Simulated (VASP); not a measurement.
# Si (P6_3/mmc) in VASP: a series of runs

One crystal, Si, is run at these levels: PBEsol; tasks: single point.

All numbers are computed with VASP 6.6.1; they aren't measurements. Logs are shortened: lines on timing, memory, paths and dates and some standing lists are left out, and cuts for length are marked.

## 1. The structure

It takes space group P6_3/mmc (No. 194, hexagonal). The conventional cell has a = 2.694 Å, b = 2.694 Å, c = 8.932 Å, α = 90.00°, β = 90.00°, γ = 120.00°. Around Si (site symmetry -3m) lie 12 Si at 2.69 to 2.72 Å. Si (site symmetry -6m2) has 12 Si at 2.69 to 2.72 Å as nearest neighbours.

This isn't the form of Si at room conditions, which is diamond.

## 2. Single point, PBEsol

File INCAR:

```
PREC = Accurate
ENCUT = 520
EDIFF = 1E-6
ISMEAR = -1
SIGMA = 0.1
LREAL = False
LASPH = True
NELM = 80
ALGO = Normal
ISIF = 2
LWAVE = False
LCHARG = False
GGA = PS
NBANDS = 16
```

File KPOINTS:

```
Automatic mesh
0
Gamma
  18 18 5
```

File POSCAR:

```
Si
1.0
    2.6942521717      0.0000000000      0.0000000000
   -1.3471260858      2.3332908249      0.0000000000
    0.0000000000      0.0000000000      8.9318237140
Si
4
Direct
    0.0000000000      0.0000000000      1.0000000000
    0.0000000000      0.0000000000      0.5000000000
    0.3333333333      0.6666666667      0.2500000000
    0.6666666667      0.3333333333      0.7500000000
```

Potentials or basis: VASP PAW PBE potentials, release 64 (Si).

Command:

```console
$ cat potpaw_PBE.64/Si/POTCAR > POTCAR
$ mpirun -np 1 vasp_std > vasp.out
```

OUTCAR:

```text
PREC = Accurate
   ENCUT = 520
   EDIFF = 1E-6
   ISMEAR = -1
   LREAL = False
   LASPH = True
   NELM = 80
   ISIF = 2
   GGA = PS

 ion  position               nearest neighbor table
   1  0.000  0.000  0.000-   3 2.72   4 2.72   3 2.72   4 2.72   4 2.72   3 2.72
   2  0.000  0.000  0.500-   3 2.72   4 2.72   3 2.72   4 2.72   4 2.72   3 2.72
   3  0.333  0.667  0.250-   1 2.72   2 2.72   1 2.72   2 2.72   1 2.72   2 2.72
   4  0.667  0.333  0.750-   1 2.72   2 2.72   1 2.72   2 2.72   1 2.72   2 2.72

  LATTYP: Found a hexagonal cell.
 ALAT       =     2.6942521717
 C/A-ratio  =     3.3151402114

  Lattice vectors:

 A1 = (   2.6942521717,   0.0000000000,   0.0000000000)
 A2 = (  -1.3471260858,   2.3332908249,   0.0000000000)
 A3 = (   0.0000000000,   0.0000000000,   8.9318237140)

Analysis of symmetry for initial positions (statically):
=====================================================================
 Subroutine PRICEL returns:
 Original cell was already a primitive cell.

 Routine SETGRP: Setting up the symmetry group for a
 hexagonal supercell.

 Subroutine GETGRP returns: Found 24 space group operations
 (whereof 12 operations were pure point group operations)
 out of a pool of 24 trial point group operations.

The static configuration has the point symmetry D_3d.
 The point group associated with its full space group is D_6h.

Analysis of symmetry for dynamics (positions and initial velocities):
=====================================================================
 Subroutine PRICEL returns:
 Original cell was already a primitive cell.

 Routine SETGRP: Setting up the symmetry group for a
 hexagonal supercell.

 Subroutine GETGRP returns: Found 24 space group operations
 (whereof 12 operations were pure point group operations)
 out of a pool of 24 trial point group operations.

The dynamic configuration has the point symmetry D_3d.
 The point group associated with its full space group is D_6h.

 Subroutine INISYM returns: Found 24 space group operations
 (whereof 12 operations are pure point group operations),
 and found     1 'primitive' translations

----------------------------------------------------------------------------------------

                                     Primitive cell

  volume of cell :      56.1497

  direct lattice vectors                    reciprocal lattice vectors
     2.694252172  0.000000000  0.000000000     0.371160506  0.214289618  0.000000000
    -1.347126086  2.333290825  0.000000000     0.000000000  0.428579236  0.000000000
     0.000000000  0.000000000  8.931823714     0.000000000  0.000000000  0.111959218

  length of vectors
     2.694252172  2.694252172  8.931823714     0.428579236  0.428579236  0.111959218

  position of ions in fractional coordinates (direct lattice)
     0.000000000  0.000000000  0.000000000
     0.000000000  0.000000000  0.500000000
     0.333333333  0.666666667  0.250000000
     0.666666667  0.333333333  0.750000000

  ion indices of the primitive-cell ions
   primitive index   ion index
                 1           1
                 2           2
                 3           3
                 4           4

----------------------------------------------------------------------------------------

 KPOINTS: Automatic mesh

Automatic generation of k-mesh.
 Grid dimensions read from file:
 generate k-points for:   18   18    5

 Generating k-lattice:

  Cartesian coordinates                     Fractional coordinates (reciprocal lattice)
     0.020620028  0.011904979  0.000000000     0.055555556  0.000000000  0.000000000
     0.000000000  0.023809958  0.000000000     0.000000000  0.055555556  0.000000000
     0.000000000  0.000000000  0.022391844     0.000000000  0.000000000  0.200000000

  Length of vectors
     0.023809958  0.023809958  0.022391844

  Shift w.r.t. Gamma in fractional coordinates (k-lattice)
     0.000000000  0.000000000  0.000000000

 Subroutine IBZKPT returns following result:
 ===========================================

 Found    111 irreducible k-points:

 Following reciprocal coordinates:
            Coordinates               Weight
  0.000000  0.000000  0.000000      1.000000
  0.055556  0.000000  0.000000      6.000000
  0.111111  0.000000  0.000000      6.000000
  0.166667  0.000000  0.000000      6.000000
  0.222222 -0.000000  0.000000      6.000000
  0.277778  0.000000  0.000000      6.000000
[... 16 lines left out ...]
  0.333333  0.111111  0.000000     12.000000
  0.388889  0.111111  0.000000     12.000000
 [... further k-points ...]
   k-points           NKPTS =    111   k-points in BZ     NKDIM =    111   number of bands    NBANDS=     16
   number of dos      NEDOS =    301   number of ions     NIONS =      4
   total plane-waves  NPLWV =  28000
   dimension x,y,z NGX =    20 NGY =   20 NGZ =   70
   dimension x,y,z NGXF=    40 NGYF=   40 NGZF=  140
   ions per type =               4
   NGX,Y,Z   is equivalent  to a cutoff of  12.34, 12.34, 13.03 a.u.
   NGXF,Y,Z  is equivalent  to a cutoff of  24.68, 24.68, 26.06 a.u.
 SYSTEM =  unknown system
   PREC   = accura    normal or accurate (medium, high low for compatibility)
   ISTART =      0    job   : 0-new  1-cont  2-samecut
   ICHARG =      2    charge: 1-file 2-atom 10-const
   ISPIN  =      1    spin polarized calculation?
   LNONCOLLINEAR =      F non collinear calculations
   LSORBIT =      F    spin-orbit coupling
   LASPH  =      T    aspherical Exc in radial PAW
   ENCUT  =  520.0 eV  38.22 Ry    6.18 a.u.   5.01  5.01 16.61*2*pi/ulx,y,z
   NELM   =     80;   NELMIN=  2; NELMDL= -5     # of ELM steps
   EDIFF  = 0.1E-05   stopping-criterion for ELM
   LREAL  =      F    real-space projection
   EDIFFG = 0.1E-04   stopping-criterion for IOM
   NSW    =      0    number of steps for IOM
   IBRION =     -1    ionic relax: 0-MD 1-quasi-New 2-CG
   NFREE  =      0    steps in history (QN), initial steepest desc. (CG)
   ISIF   =      2    stress and relaxation
   ISYM   =      2    0-nonsym 1-usesym 2-fastsym
   POTIM  = 0.5000    time-step for ionic-motion
   TEBEG  =    0.0;   TEEND  =   0.0 temperature during run
   PSTRESS=    0.0 pullay stress
   NELECT =      16.0000    total number of electrons
   NUPDOWN=      -1.0000    fix difference up-down
   EMIN   =  10.00;   EMAX   =-10.00  energy-range for DOS
   EFERMI =   0.00;   METHOD = LEGACY
   ISMEAR =    -1;   SIGMA  =   0.10  broadening in eV -4-tet -1-fermi 0-gaus
   EFERMI_NEDOS =   21; number of points for ismear=-14 and -15
   IALGO  =     38    algorithm
   IMIX   =      4    mixing-type and parameters
     AMIX     =   0.40;   BMIX     =  1.00
     AMIX_MAG =   1.60;   BMIX_MAG =  1.00
  volume/ion in A,a.u.               =      14.04        94.73
  Fermi-wavevector in a.u.,A,eV,Ry     =   1.077289  2.035782 15.790276  1.160553
  Thomas-Fermi vector in A             =   2.213197
   LORBIT       =      0    0 simple, 1 ext, 2 COOP (PROOUT), +10 PAW based schemes
   GGA     = PS    functional components
   LHFCALC =     F    Hartree Fock is set to
   AEXX    =    0.0000 exact exchange contribution
   IVDW    =     0    specifies the selected vdW correction
   LEPSILON=     F    determine dielectric tensor
   LRPA    =     F    only Hartree local field effects (RPA)
 non-spin polarized calculation
  energy-cutoff  :      520.00
  volume of cell :       56.15
 maximum number of plane-waves:      1545
 NGX is ok and might be reduce to    20
   NGX =  9   NGY =  9   NGZ = 33

 number of electron      16.0000000 magnetization

 Free energy of the ion-electron system (eV)
  ---------------------------------------------------
  ext. energy  EPLUGINS =         0.00000000
  ---------------------------------------------------
  free energy    TOTEN  =       -21.44682421 eV

  energy without entropy =      -21.39450971  energy(sigma->0) =      -21.42066696

 E-fermi :  10.5082     XC(G=0): -11.3683

 val. band max:       10.4853916494   @ k =   0.4444  -0.0000   0.0000
 cond. band min:      10.5167734641   @ k =   0.3889   0.0556   0.4000
 fundamental gap:      0.0313818147
 Fermi energy:        10.5082342626

 k-point     1 :       0.0000    0.0000    0.0000
  band No.  band energies     occupation
      1      -4.2115      2.00000
      2      -2.3994      2.00000
      3      -2.3988      2.00000
      4       2.6185      2.00000
      5       3.3020      2.00000
      6      11.5502      0.00006
[... 8 lines left out ...]
     15      21.4408      0.00000
     16      21.7823      0.00000

 k-point     2 :       0.0556    0.0000    0.0000
  band No.  band energies     occupation
      1      -4.1291      2.00000
      2      -2.3176      2.00000
      3      -2.3171      2.00000
      4       2.6998      2.00000
      5       3.3796      2.00000
      6      11.6220      0.00003
[... 8 lines left out ...]
     15      21.4439      0.00000
     16      21.4862      0.00000

 k-point     3 :       0.1111    0.0000    0.0000
  band No.  band energies     occupation
      1      -3.8821      2.00000
      2      -2.0726      2.00000
      3      -2.0722      2.00000
      4       2.9432      2.00000
      5       3.6121      2.00000
      6      11.8300      0.00000
[... 8 lines left out ...]
     15      20.7417      0.00000
     16      20.9984      0.00000

 k-point     4 :       0.1667    0.0000    0.0000
  band No.  band energies     occupation
      1      -3.4712      2.00000
      2      -1.6649      2.00000
      3      -1.6648      2.00000
      4       3.3477      2.00000
      5       3.9990      2.00000
      6      12.1261      0.00000
[... 8 lines left out ...]
     15      19.4458      0.00000
     16      19.6073      0.00000
[... 324 lines left out ...]
 k-point    22 :       0.2778    0.1111    0.0000
  band No.  band energies     occupation
      1      -1.0240      2.00000
      2       0.7588      2.00000
      3       0.7631      2.00000
      4       5.7305      2.00000
      5       6.2764      2.00000
      6       7.5893      2.00000
[... 8 lines left out ...]
     15      15.4438      0.00000
     16      17.7361      0.00000

 k-point    23 :       0.3333    0.1111    0.0000
  band No.  band energies     occupation
      1       0.0257      2.00000
      2       1.7944      2.00000
      3       1.8050      2.00000
      4       5.7622      2.00000
      5       6.7752      2.00000
      6       6.9775      2.00000
[... 8 lines left out ...]
     15      15.5791      0.00000
     16      17.3941      0.00000

 k-point    24 :       0.3889    0.1111    0.0000
  band No.  band energies     occupation
      1       1.2255      2.00000
      2       2.9505      2.00000
      3       2.9983      2.00000
      4       4.1648      2.00000
      5       5.7996      2.00000
      6       5.8857      2.00000
[... 8 lines left out ...]
     15      16.3899      0.00000
     16      17.1821      0.00000

 [... further k-points ...]

------------------------ aborting loop because EDIFF is reached ----------------------------------------

  FORCE on cell =-STRESS in cart. coord.  units (eV):
  Direction    XX          YY          ZZ          XY          YZ          ZX
  --------------------------------------------------------------------------------------
  -------------------------------------------------------------------------------------
  Total       -0.1053096     -0.1053096      0.2537032     -0.0000000      0.0000000      0.0000000
  in kB       -3.0049076     -3.0049076      7.2391792     -0.0000000      0.0000000      0.0000000
  external PRESSURE =       0.4097880 kB  Pullay stress =       0.0000000 kB

 VOLUME and BASIS-vectors are now :
 -----------------------------------------------------------------------------
  energy-cutoff  :      520.00
  volume of cell :       56.15
      direct lattice vectors                 reciprocal lattice vectors
     2.694252172  0.000000000  0.000000000     0.371160506  0.214289618  0.000000000
    -1.347126086  2.333290825  0.000000000     0.000000000  0.428579236  0.000000000
     0.000000000  0.000000000  8.931823714     0.000000000  0.000000000  0.111959218

 POSITION                                       TOTAL-FORCE (eV/Angst)
 -----------------------------------------------------------------------------------
      0.00000      0.00000      0.00000         0.000000      0.000000      0.000000
      0.00000      0.00000      4.46591         0.000000      0.000000      0.000000
     -0.00000      1.55553      2.23296         0.000000      0.000000      0.000000
      1.34713      0.77776      6.69887        -0.000000     -0.000000     -0.000000
 -----------------------------------------------------------------------------------
    total drift:                               -0.000000      0.000000     -0.000000

  FREE ENERGIE OF THE ION-ELECTRON SYSTEM (eV)
  ---------------------------------------------------
  free  energy   TOTEN  =       -21.4468242103 eV

  energy  without entropy=      -21.3945097114  energy(sigma->0) =      -21.42066696
```

It took 32 s on 1 thread of AMD EPYC 9R45 (Zen 5), shared host; peak memory 0.18 GiB.

What came out:

* Free energy: -21.4468 eV
* Pressure: 0.0 GPa
* Band gap on the k mesh: none (metal or under the smearing width)

Stress tensor (GPa, compression positive):
```
-0.30  0.00  0.00
 0.00 -0.30  0.00
 0.00  0.00  0.72
```

Caveat: the PAW data sets were made with another functional, which shifts forces and pressure a little.

(Continued in part 2 of 2.)
